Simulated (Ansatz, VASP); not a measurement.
Two plane-wave programs on Eu

```
Eu
1.0
    -2.05443    2.05443    2.05443
     2.05443   -2.05443    2.05443
     2.05443    2.05443   -2.05443
Eu
1
Direct
  0.00000 0.00000 0.00000
```

Alike in both runs: functional LDA; k mesh 10 × 10 × 10; occupations fermi-dirac, width 0.05 eV; collinear spin.

Ansatz relaxed the structure, and its values are those at the end. VASP's run is a single point on that final structure, the one shown.

|  | VASP | Ansatz |
| --- | --- | --- |
| version | VASP 6.6.1 | Ansatz 0.2.0 |
| potentials or method | VASP PAW PBE potentials, release 64 (Eu) | plane waves (420 eV) with PAW, scalar-relativistic |
| plane-wave cutoff (eV) | 520 | 420 |
| valence electrons in the cell | 17 | 17 |

Ansatz gave:

| Quantity | Value |
| --- | --- |
| pressure (GPa) | 0.0 |
| net moment per atom (μB) | 7.19 |
| size of the moment on the site where the two differ most (μB) | 6.94 |

**Question.** Estimate VASP's values.

**Answer.** Pressure (GPa): -0.3; net moment per atom (μB): 7.14; size of the moment on the site where the two differ most (μB): 6.64.

Site moments also hang on the region over which each program counts them. Ansatz warned: «pseudo_functional_mismatch».

Caveats: the PAW data sets were made with another functional, which shifts forces and pressure a little (VASP). The state reached can hang on the start; a lower one may exist.
